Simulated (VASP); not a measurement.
A run of VASP 6.6.1 is set up as follows.

Contents of INCAR:

```
ALGO = Normal
EDIFF = 1E-7
EDIFFG = -0.002
ENCUT = 520
GGA = PE
IBRION = 2
ISIF = 3
ISMEAR = 0
LASPH = T
LCHARG = F
LREAL = F
LWAVE = F
NELM = 100
NSW = 80
PREC = Accurate
SIGMA = 0.02
```

File KPOINTS:

```
k-points
0
Gamma
  2 2 2
```

File POSCAR:

```
HfO2
1.0
    0.0000000000      2.5575000000      2.5575000000
    2.5575000000      0.0000000000      2.5575000000
    2.5575000000      2.5575000000      0.0000000000
Hf O
1 2
Direct
    0.0000000000      0.0000000000      0.0000000000
    0.2500000000      0.2500000000      0.2500000000
    0.7500000000      0.7500000000      0.7500000000
```

Potentials or basis: VASP PAW PBE potentials, release 64 (Hf_pv, O).

Command:

```console
$ cat potpaw_PBE.64/Hf_pv/POTCAR potpaw_PBE.64/O/POTCAR > POTCAR
$ mpirun -np 1 vasp_std > vasp.out
```

**Question.** Predict the space group after relaxing (to 0.05 Å).

**Answer.** Fm-3m (No. 225).

**Question.** Predict the relaxed volume.

**Answer.** 11.04 Å³/atom.

**Question.** Predict the relaxed cell.

**Answer.** a = 3.605 Å, b = 3.605 Å, c = 3.605 Å, α = 60.00°, β = 60.00°, γ = 60.00°.

**Question.** Estimate the band gap on the k mesh.

**Answer.** 3.56 eV, direct.

Step by step:
| step | energy change (eV) | largest force (eV/Å) | pressure (GPa) | volume (Å³) |
| --- | --- | --- | --- | --- |
| 1 | 0.0000 | 0.0000 | -2.39 | 33.46 |
| 2 | 0.0030 | 0.0000 | 3.73 | 32.66 |
| 3 | -0.0024 | 0.0000 | 0.00 | 33.13 |

Caveat: the k mesh is coarse (spacing up to 1.06 Å⁻¹), so the values aren't converged; spin-orbit coupling is left out, which moves the levels of the heavy elements. A k mesh can miss the band edges.
